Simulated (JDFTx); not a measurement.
SrCl2 under changes of volume

One of the cells (28.299 Å³/atom); the others are scaled copies at fixed shape and fractional positions:

```
CELL_PARAMETERS angstrom
0.00000 3.48835 3.48835
3.48835 0.00000 3.48835
3.48835 3.48835 0.00000
ATOMIC_POSITIONS crystal
Sr 0.00000 0.00000 0.00000
Cl 0.75000 0.75000 0.75000
Cl 0.25000 0.25000 0.25000
```

```yaml
Program: JDFTx 1.7.0 (patched build)
Functional: PBEsol
Potentials_or_basis: PseudoDojo-SR-PBEsol-0.4.1-standard with smoothed tails
Cutoff: 925 eV
Density_cutoff: 7401 eV
k_mesh: 7 × 7 × 7
Occupations: fermi-dirac, width 0.05 eV
Spin: no spin polarisation
```

```tsv
volume (Å³/atom)	energy over the lowest point (meV/atom)	pressure (GPa)	gap on the mesh (eV)
26.601	3.04	1.3	5.41
27.167	0.04	0.4	5.33
27.733	0.00	-0.4	5.25
28.299	2.58	-1.1	5.18
28.865	?	?	?
29.431	14.52	-2.3	5.03
29.997	23.40	-2.8	4.96
```

Q: What does the run at 28.865 Å³/atom give?

A: Energy over the lowest point 7.51 meV/atom; pressure -1.7 GPa; gap on the mesh 5.10 eV.

Worked out: A Birch-Murnaghan fit of order 3 (a polynomial in V^(-2/3)) to the other rows has its minimum at 27.46 Å³/atom with B0 = V·E''(V) = 38 GPa and B' = 4.6. It gives 7.51 meV/atom at 28.865 Å³/atom, against the run's 7.51, and -dE/dV = -1.7 GPa, against -1.7. A straight line through the other rows of the gap, of slope -3.74 eV per unit of ln V, gives 5.10 eV, against the run's 5.10.

Energies are extrapolated to zero smearing.

Caveats: an odd mesh through Γ misses points on the zone boundary, where band edges often lie. Spin-orbit coupling on Sr is left out.
